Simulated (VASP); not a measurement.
# TiTe (Fm-3m) in VASP: notebook, part 2 of 2

VASP 6.6.1.

### Step 4. Single point, r2SCAN+U

The input, INCAR:

```
ALGO = Normal ; EDIFF = 1E-6
ENCUT = 520 ; ISIF = 2
ISMEAR = -1 ; LASPH = True
LCHARG = True ; LDAU = True
LDAUJ = 0 0 ; LDAUL = 2 -1
LDAUPRINT = 1 ; LDAUTYPE = 2
LDAUU = 6 0 ; LELF = True
LMAXMIX = 4 ; LMIXTAU = True
LREAL = False ; LVHAR = True
LWAVE = False ; METAGGA = R2SCAN
NELM = 100 ; PREC = Accurate
SIGMA = 0.05
```

The input, KPOINTS:

```
k-points
0
Gamma
  8 8 8
```

The input, POSCAR:

```
TiTe
1.0
    0.0000000000      3.0500668100      3.0500668100
    3.0500668100      0.0000000000      3.0500668100
    3.0500668100      3.0500668100      0.0000000000
Ti Te
1 1
Direct
    0.5000000000      0.5000000000      0.5000000000
    0.0000000000      0.0000000000      0.0000000000
```

Potentials or basis: VASP PAW PBE potentials, release 64 (Ti_sv, Te).

Launch:

```bash
> cat potpaw_PBE.64/Ti_sv/POTCAR potpaw_PBE.64/Te/POTCAR > POTCAR
> mpirun -np 1 vasp_std > vasp.out
```

OUTCAR:

```text
EDIFF = 1E-6
   ENCUT = 520
   ISIF = 2
   ISMEAR = -1
   LASPH = True
   LREAL = False
   METAGGA = R2SCAN
   NELM = 100
   PREC = Accurate

 ion  position               nearest neighbor table
   1  0.500  0.500  0.500-   2 3.05   2 3.05   2 3.05   2 3.05   2 3.05   2 3.05
   2  0.000  0.000  0.000-   1 3.05   1 3.05   1 3.05   1 3.05   1 3.05   1 3.05

  LATTYP: Found a face centered cubic cell.
 ALAT       =     6.1001336200

  Lattice vectors:

 A1 = (   0.0000000000,   3.0500668100,   3.0500668100)
 A2 = (   3.0500668100,   0.0000000000,   3.0500668100)
 A3 = (   3.0500668100,   3.0500668100,   0.0000000000)

Analysis of symmetry for initial positions (statically):
=====================================================================
 Subroutine PRICEL returns:
 Original cell was already a primitive cell.

 Routine SETGRP: Setting up the symmetry group for a
 face centered cubic supercell.

 Subroutine GETGRP returns: Found 48 space group operations
 (whereof 48 operations were pure point group operations)
 out of a pool of 48 trial point group operations.

The static configuration has the point symmetry O_h .

Analysis of symmetry for dynamics (positions and initial velocities):
[... 206 lines left out ...]
      2     -30.1214      2.00000
      3     -30.1213      2.00000
      4     -30.1212      2.00000
      5      -6.2328      2.00000
      6       5.1831      2.00000
      7       5.1831      2.00000
      8       5.1831      2.00000
      9       6.6106      1.99998
     10       6.6107      1.99998
     11       6.6107      1.99998
     12       7.6913      0.00011
     13       7.6913      0.00011
[... 354 lines left out ...]
  band No.  band energies     occupation
      1     -54.9614      2.00000
      2     -30.1290      2.00000
      3     -30.1243      2.00000
      4     -30.1228      2.00000
      5      -5.1179      2.00000
      6       1.2845      2.00000
      7       2.9453      2.00000
      8       3.5852      2.00000
      9       7.2320      0.69023
     10       7.3288      0.14149
     11       7.5790      0.00102
     12       8.9073      0.00000
     13       9.0765      0.00000

 [... further k-points ...]
[... 5 lines left out ...]
  --------------------------------------------------------------------------------------
  -------------------------------------------------------------------------------------
  Total       -3.0862215     -3.0862215     -3.0862215     -0.0000000      0.0000000     -0.0000000
  in kB      -87.1323884    -87.1323884    -87.1323884     -0.0000000      0.0000000     -0.0000000
  external PRESSURE =     -87.1323884 kB  Pullay stress =       0.0000000 kB

 VOLUME and BASIS-vectors are now :
 -----------------------------------------------------------------------------
  energy-cutoff  :      520.00
  volume of cell :       56.75
      direct lattice vectors                 reciprocal lattice vectors
     0.000000000  3.050066810  3.050066810    -0.163930835  0.163930835  0.163930835
     3.050066810  0.000000000  3.050066810     0.163930835 -0.163930835  0.163930835
     3.050066810  3.050066810  0.000000000     0.163930835  0.163930835 -0.163930835

 POSITION                                       TOTAL-FORCE (eV/Angst)
 -----------------------------------------------------------------------------------
      3.05007      3.05007      3.05007         0.000000      0.000000      0.000000
      0.00000      0.00000      0.00000        -0.000000     -0.000000     -0.000000
 -----------------------------------------------------------------------------------
    total drift:                                0.000000     -0.000000      0.000000

  FREE ENERGIE OF THE ION-ELECTRON SYSTEM (eV)
  ---------------------------------------------------
  free  energy   TOTEN  =       -34.4058894234 eV

  energy  without entropy=      -34.3706187912  energy(sigma->0) =      -34.38825411
```

stdout:

```text
POSCAR found type information on POSCAR TiTe
 POSCAR found :  2 types and       2 ions
 scaLAPACK will be used
 -----------------------------------------------------------------------------
|                                                                             |
|                                                                             |
|     You enforced a specific xc type in the INCAR file but a different       |
|     I HOPE YOU KNOW WHAT YOU ARE DOING!                                     |
|                                                                             |
 -----------------------------------------------------------------------------

 LDA part: xc-table for (None), standard interpolation
 POSCAR, INCAR and KPOINTS ok, starting setup
 FFT: planning ... GRIDC
 FFT: planning ... GRID_SOFT
 FFT: planning ... GRID
 WAVECAR not read
 entering main loop
```

It took 1.8 min on 1 thread of Intel Xeon Platinum 8259CL at 2.50GHz (Skylake/Cascade Lake), shared host; peak memory 0.19 GiB.

Results:

```yaml
Free_energy: -34.4059 eV
Pressure: -8.7 GPa
Band_gap_on_the_k_mesh: none (metal or under the smearing width)
```

Eigenvalues of the final occupation matrices:
| site | spin | trace | eigenvalues |
| --- | --- | --- | --- |
| site 1 d | 1 | 0.85 | 0.07 0.07 0.24 0.24 0.24 |
| site 1 d | 2 | 0.85 | 0.07 0.07 0.24 0.24 0.24 |

Caveat: the PAW data sets were made with another functional, which shifts forces and pressure a little; U without spin polarisation on a metal has little footing; the U is typed as a test and isn't derived for this compound.

### Step 5. Single point, r2SCAN+U

Changes to INCAR since step 4:

```diff
@@ -6,3 +6,3 @@
 LDAUPRINT = 1 ; LDAUTYPE = 2
-LDAUU = 6 0 ; LELF = True
+LDAUU = 8 0 ; LELF = True
 LMAXMIX = 4 ; LMIXTAU = True
```

KPOINTS is that of step 4.

POSCAR is that of step 4.

Launch:

```bash
> cat potpaw_PBE.64/Ti_sv/POTCAR potpaw_PBE.64/Te/POTCAR > POTCAR
> mpirun -np 1 vasp_std > vasp.out
```

It took 2.7 min on 1 thread of Intel Xeon Platinum 8259CL at 2.50GHz (Skylake/Cascade Lake), shared host; peak memory 0.2 GiB.

Results (log left out):

| Property | Result |
| --- | --- |
| Free energy | -33.0880 eV |
| Pressure | -8.0 GPa |
| Band gap on the k mesh | none (metal or under the smearing width) |

Levels at points of the mesh, in eV from the Fermi level:
| k point | band 7 | band 8 | band 9 | band 10 | band 11 | band 12 |
| --- | --- | --- | --- | --- | --- | --- |
| (0.00, 0.00, 0.00) | -2.11 | -2.11 | -0.60 | -0.60 | -0.60 | 0.76 |
| (0.50, 0.00, 0.00) | -3.45 | -3.45 | 0.31 | 0.31 | 0.33 | 1.83 |
| (0.50, 0.50, 0.00) | -3.68 | -3.68 | -1.49 | 0.09 | 0.47 | 0.47 |

Eigenvalues of the final occupation matrices:
| site | spin | trace | eigenvalues |
| --- | --- | --- | --- |
| site 1 d | 1 | 0.81 | 0.06 0.06 0.23 0.23 0.23 |
| site 1 d | 2 | 0.81 | 0.06 0.06 0.23 0.23 0.23 |

Caveat: the PAW data sets were made with another functional, which shifts forces and pressure a little; U without spin polarisation on a metal has little footing; the U is typed as a test and isn't derived for this compound.

### Step 6. Summary

| U | gap on the mesh (eV) | pressure (GPa) |
| --- | --- | --- |
| Ti d U = 4 eV | none | -9.5 |
| Ti d U = 5 eV | none | -9.1 |
| Ti d U = 6 eV | none | -8.7 |
| Ti d U = 8 eV | none | -8.0 |

Alike in all rows: task single point; level r2SCAN+U; potentials or basis VASP PAW PBE potentials, release 64 (Ti_sv, Te); no spin polarisation; cell as given; k mesh 8 × 8 × 8; cutoff (eV) 520; smearing fermi-dirac 0.05 eV.

Every run on the cell as given and a fine mesh finds a metal.

Caveats: the PAW data sets were made with another functional, which shifts forces and pressure a little; U without spin polarisation on a metal has little footing; the U is typed as a test and isn't derived for this compound.

Total energies depend on the potentials used, so only differences within one code and one set of settings carry meaning.
